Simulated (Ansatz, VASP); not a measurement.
SnTe: VASP beside Ansatz

File INCAR:

```
ALGO = Normal
EDIFF = 1E-6
ENCUT = 520
GGA = PE
ISIF = 2
ISMEAR = 0
LASPH = True
LCHARG = True
LELF = True
LREAL = False
LVHAR = True
LWAVE = False
NBANDS = 17
NELM = 100
PREC = Accurate
SIGMA = 0.014
```

File KPOINTS:

```
k-points
0
Gamma
  7 7 7
```

Contents of POSCAR:

```
SnTe
1.0
    0.0000000000      3.1508500000      3.1508500000
    3.1508500000      0.0000000000      3.1508500000
    3.1508500000      3.1508500000      0.0000000000
Te Sn
1 1
Direct
    0.5000000000      0.5000000000      0.5000000000
    0.0000000000      0.0000000000      0.0000000000
```

File input.yaml:

```yaml
crystal:
  lattice:
    - [0.0, 3.15085, 3.15085]
    - [3.15085, 0.0, 3.15085]
    - [3.15085, 3.15085, 0.0]
  atoms:
    - { symbol: Te, position: [0.5, 0.5, 0.5] }
    - { symbol: Sn, position: [0.0, 0.0, 0.0] }
hamiltonian:
  xc: pbe
  pseudopotentials: { kind: paw }
kpoints:
  mp_grid: { grid: [7, 7, 7] }
scf:
  occupations: { method: gaussian, width: 0.014 }
output:
  forces: true
  stress: true
  eigenvalues: true
```

Alike in both runs: task single point; functional PBE; k mesh 7 × 7 × 7; occupations gaussian, width 0.014 eV; no spin polarisation.

|  | VASP | Ansatz |
| --- | --- | --- |
| version | VASP 6.6.1 | Ansatz 0.2.0 |
| potentials or method | VASP PAW PBE potentials, release 64 (Te, Sn_d) | Ansatz PAW |
| plane-wave cutoff (eV) | 520 | 420 |
| valence electrons in the cell | 20 | 30 |

```tsv
	VASP	Ansatz	Ansatz less VASP
gap on the k mesh at the Fermi level (eV)	0.66	0.66	+0.001
least direct gap on the mesh (eV)	0.66	0.66	+0.001
pressure (GPa)	2.2	2.2	+0.06
```

The two sets of potentials don't hold the same shells in valence.

The runs have no spin-orbit coupling, so splittings on Te are missing.
